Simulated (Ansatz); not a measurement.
Bi under changes of volume

One of the cells (31.117 Å³/atom); the others are scaled copies at fixed shape and fractional positions:

```
Bi
1.0
    -1.98143    1.98143    1.98143
     1.98143   -1.98143    1.98143
     1.98143    1.98143   -1.98143
Bi
1
Direct
  0.00000 0.00000 0.00000
```

This isn't the form of Bi at room conditions, which is rhombohedral.

```yaml
Program: Ansatz 0.2.0
Functional: PBE
Potentials_or_basis: Ansatz PAW earlier set
Cutoff: 600 eV
Density_cutoff: 2400 eV
k_mesh: 9 × 9 × 9
Occupations: fermi-dirac, width 0.05 eV
Spin: no spin polarisation
```

```csv
volume (Å³/atom),energy over the lowest point (meV/atom),pressure (GPa)
29.250,?,?
29.872,18.25,3.5
30.495,7.26,2.1
31.117,1.35,0.9
31.739,0.00,-0.2
32.362,2.67,-1.1
32.984,8.85,-2.0
```

Task: What does the run at 29.250 Å³/atom give?

Result: Energy over the lowest point 34.75 meV/atom; pressure 4.9 GPa.

Worked out: A Birch-Murnaghan fit of order 3 (a polynomial in V^(-2/3)) to the other rows has its minimum at 31.63 Å³/atom with B0 = V·E''(V) = 54 GPa and B' = 5.2. It gives 35.02 meV/atom at 29.250 Å³/atom, against the run's 34.75, and -dE/dV = 5.1 GPa, against 4.9.

Energies are extrapolated to zero smearing.
